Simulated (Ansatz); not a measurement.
# Symmetry broken, then relaxed in Si2W

Level of theory: DFT PBE, scalar-relativistic, plane waves, PAW in Ansatz. Cutoff 420 eV, Γ-centred 10×10×4 k-points, Gaussian smearing of 0.15 eV. Spin–orbit coupling is left out, which can shift energies with elements as heavy as these. No spin polarisation. Energies are free energies at this smearing, counted from the undisturbed cell; pressure is positive in compression.

The undisturbed cell (relaxed at this level):

```yaml
crystal:
  lattice:
    - [0.00000, -3.22900, 0.00000]
    - [-3.22900, 0.00000, 0.00000]
    - [0.00000, 0.00000, -7.86683]
  atoms:
    - { symbol: Si, position: [0.00000, 0.00000, 0.66543] }
    - { symbol: Si, position: [0.50000, 0.50000, 0.16543] }
    - { symbol: Si, position: [0.00000, 0.00000, 0.33457] }
    - { symbol: Si, position: [0.50000, 0.50000, 0.83457] }
    - { symbol: W, position: [0.50000, 0.50000, 0.50000] }
    - { symbol: W, position: [0.00000, 0.00000, 0.00000] }
```

The atoms are displaced (Å, in the unstrained cell):

| atom | ux | uy | uz |
| --- | --- | --- | --- |
| Si1 | 0.179 | 0.522 | -0.151 |
| Si2 | -0.179 | -0.522 | 0.151 |
| Si3 | -0.136 | 0.043 | 0.218 |
| Si4 | 0.136 | -0.043 | -0.218 |
| W5 | 0.646 | -0.066 | 0.139 |
| W6 | -0.646 | 0.066 | -0.139 |

Cell and atoms are then relaxed.

Task: Does the relaxation return to the undisturbed structure?

Result: Yes (up to a choice of domain or origin): same space group and volume, and an energy 0.0 meV/atom from it. The disturbance itself cost 2039.5 meV/atom. The final space group reads I4/mmm (tolerance 0.05 Å) and the volume changes by 0.01 %.

Final structure:

```
CELL_PARAMETERS angstrom
0.00000 -3.22888 0.00000
-3.22887 0.00000 0.00000
0.00001 0.00000 -7.86840
ATOMIC_POSITIONS crystal
Si 0.00001 0.00001 0.66547
Si 0.50000 0.49999 0.16547
Si 0.00000 0.00000 0.33453
Si 0.50000 0.50000 0.83453
W 0.50000 0.50000 0.50000
W 0.00000 0.00000 0.00000
```

The relaxation, step by step (energy from the first step; small jumps at an unchanged geometry come where the plane waves are selected anew for the new cell):

```tsv
step	ΔE (meV/atom)	largest force component (eV/Å)	pressure (GPa)
1	0.0	17.467	61.72
2	-1116.4	6.727	21.63
3	-1557.9	4.138	5.85
4	-1854.6	2.820	3.40
5	-2018.5	0.999	1.11
6	-2039.2	0.079	-0.06
7	-2039.5	0.005	0.01
8	-2039.5	0.001	0.01
9	-2039.5	0.001	0.00
```

Frames along the relaxation (Å, eV/Å):

```xyz
6
Lattice="0.000 -3.229 0.000 -3.229 0.000 0.000 0.000 0.000 -7.867" Properties=species:S:1:pos:R:3:forces:R:3 pbc="T T T" step=1
Si    0.179    0.522   -5.385    1.892   -2.637   -0.915
Si   -1.793   -2.136   -1.151  -11.244   12.426  -11.746
Si   -0.136    0.043   -2.414    1.749   -2.524   -0.975
Si   -1.478   -1.658   -6.784   -3.569    3.022    6.580
W    -0.968   -1.681   -3.794   -6.295    3.557   -2.064
W    -3.875    0.066   -8.006   17.467  -13.844    9.119
6
Lattice="0.026 -3.279 0.013 -3.270 0.026 -0.006 -0.014 0.033 -8.037" Properties=species:S:1:pos:R:3:forces:R:3 pbc="T T T" step=2
Si    0.176    0.515   -5.503    0.553   -2.121    0.379
Si   -1.845   -2.049   -1.242   -1.066    4.074   -2.516
Si   -0.145    0.045   -2.488    0.581   -1.246   -1.147
Si   -1.525   -1.639   -6.864   -2.041    0.542    3.170
W    -1.069   -1.649   -3.907   -4.755    1.301   -1.512
W    -3.776    0.039   -8.121    6.727   -2.548    1.626
6
Lattice="0.053 -3.255 0.016 -3.283 0.053 0.003 0.008 0.038 -8.104" Properties=species:S:1:pos:R:3:forces:R:3 pbc="T T T" step=3
Si    0.159    0.427   -5.496   -0.168   -1.999    0.731
Si   -1.757   -1.940   -1.274   -0.083    2.645   -1.335
Si   -0.124    0.039   -2.568    0.638   -0.636   -1.120
Si   -1.528   -1.603   -6.854   -1.067    0.317    1.403
W    -1.239   -1.617   -3.990   -3.458    0.612   -0.742
W    -3.609    0.076   -8.150    4.138   -0.939    1.063
6
Lattice="0.014 -3.214 0.005 -3.274 0.014 -0.009 -0.023 0.013 -7.910" Properties=species:S:1:pos:R:3:forces:R:3 pbc="T T T" step=4
Si    0.075    0.278   -5.286   -0.210   -1.643    0.269
Si   -1.712   -1.868   -1.268   -0.052    2.103   -1.136
Si   -0.022    0.038   -2.620    0.397   -0.531   -0.484
Si   -1.625   -1.609   -6.673   -0.713    0.292    1.063
W    -1.468   -1.576   -3.912   -2.241    0.337   -0.532
W    -3.493   -0.002   -7.943    2.820   -0.558    0.819
6
Lattice="0.002 -3.213 -0.004 -3.248 0.002 0.001 0.003 -0.009 -7.856" Properties=species:S:1:pos:R:3:forces:R:3 pbc="T T T" step=5
Si    0.033    0.075   -5.226   -0.134   -0.571   -0.035
Si   -1.634   -1.703   -1.285   -0.159    0.811   -0.445
Si    0.002   -0.006   -2.624    0.082   -0.133   -0.032
Si   -1.612   -1.603   -6.585   -0.257    0.054    0.486
W    -1.582   -1.612   -3.918   -0.531    0.250   -0.181
W    -3.312    0.002   -7.860    0.999   -0.412    0.208
6
Lattice="0.000 -3.223 0.000 -3.238 0.000 0.000 0.000 0.000 -7.866" Properties=species:S:1:pos:R:3:forces:R:3 pbc="T T T" step=6
Si    0.001    0.006   -5.232   -0.023   -0.041   -0.046
Si   -1.617   -1.617   -1.300   -0.021    0.041   -0.041
Si    0.000   -0.001   -2.632   -0.007    0.006    0.025
Si   -1.617   -1.612   -6.569   -0.009    0.017    0.079
W    -1.623   -1.611   -3.931    0.060    0.001   -0.033
W    -3.237    0.000   -7.867    0.001   -0.024    0.015
6
Lattice="0.000 -3.229 0.000 -3.229 0.000 0.000 0.000 0.000 -7.866" Properties=species:S:1:pos:R:3:forces:R:3 pbc="T T T" step=7
Si    0.000    0.000   -5.235    0.001    0.000    0.005
Si   -1.614   -1.615   -1.302   -0.002    0.001    0.003
Si    0.000    0.000   -2.631    0.001    0.000   -0.004
Si   -1.615   -1.615   -6.564    0.000    0.001   -0.005
W    -1.615   -1.615   -3.933    0.000    0.000    0.001
W    -3.229    0.000   -7.866    0.001   -0.002    0.001
6
Lattice="0.000 -3.229 0.000 -3.229 0.000 0.000 0.000 0.000 -7.868" Properties=species:S:1:pos:R:3:forces:R:3 pbc="T T T" step=8
Si    0.000    0.000   -5.236    0.000    0.000   -0.001
Si   -1.614   -1.614   -1.302    0.000    0.000   -0.001
Si    0.000    0.000   -2.632    0.000    0.000    0.001
Si   -1.614   -1.614   -6.566    0.000    0.000    0.001
W    -1.614   -1.614   -3.934    0.000    0.000    0.000
W    -3.229    0.000   -7.868    0.000    0.000    0.000
6
Lattice="0.000 -3.229 0.000 -3.229 0.000 0.000 0.000 0.000 -7.868" Properties=species:S:1:pos:R:3:forces:R:3 pbc="T T T" step=9
Si    0.000    0.000   -5.236    0.000    0.000   -0.001
Si   -1.614   -1.614   -1.302    0.000    0.000   -0.001
Si    0.000    0.000   -2.632    0.000    0.000    0.001
Si   -1.614   -1.614   -6.566    0.000    0.000    0.001
W    -1.614   -1.614   -3.934    0.000    0.000    0.000
W    -3.229    0.000   -7.868    0.000    0.000    0.000
```

Cost: 3 runs of about 13 core-minutes in all, on Intel Xeon Processor @ 2.50GHz (Skylake/Cascade Lake) (shared hosts).